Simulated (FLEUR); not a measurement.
Crystal: BaTiO3.

```
Ba Ti O
1.0
     3.99980    0.00000    0.00000
     0.00000    3.99980    0.00000
     0.00000    0.00000    4.01800
Ba Ti O
1 1 3
Direct
  0.00000 0.00000 0.00000
  0.50000 0.50000 0.49000
  0.00000 0.50000 0.51700
  0.50000 0.00000 0.51700
  0.50000 0.50000 0.01900
```

Base run:

- Program: FLEUR MaX-R8.1 (patched build s14)
- Functional: RPBE
- Potentials or basis: all-electron
- Basis: FLAPW
- Kmax: 4.86 1/bohr
- k mesh: 7 × 7 × 7
- Occupations: fermi-dirac, width 0.05 eV
- Spin: no spin polarisation

Its results: band gap on the k mesh 2.03 eV, indirect (least direct gap 2.20 eV).

Question: The run is repeated on the same cell with these changes: functional from RPBE to PBEsol. What comes out?

Answer: Band gap on the k mesh 1.88 eV, indirect (least direct gap 2.04 eV).

Caveats: spin-orbit coupling is left out, which moves the levels of the heavy elements; the mesh misses the band edges, which the band path finds closer together.

Not every run made on this cell is shown here.
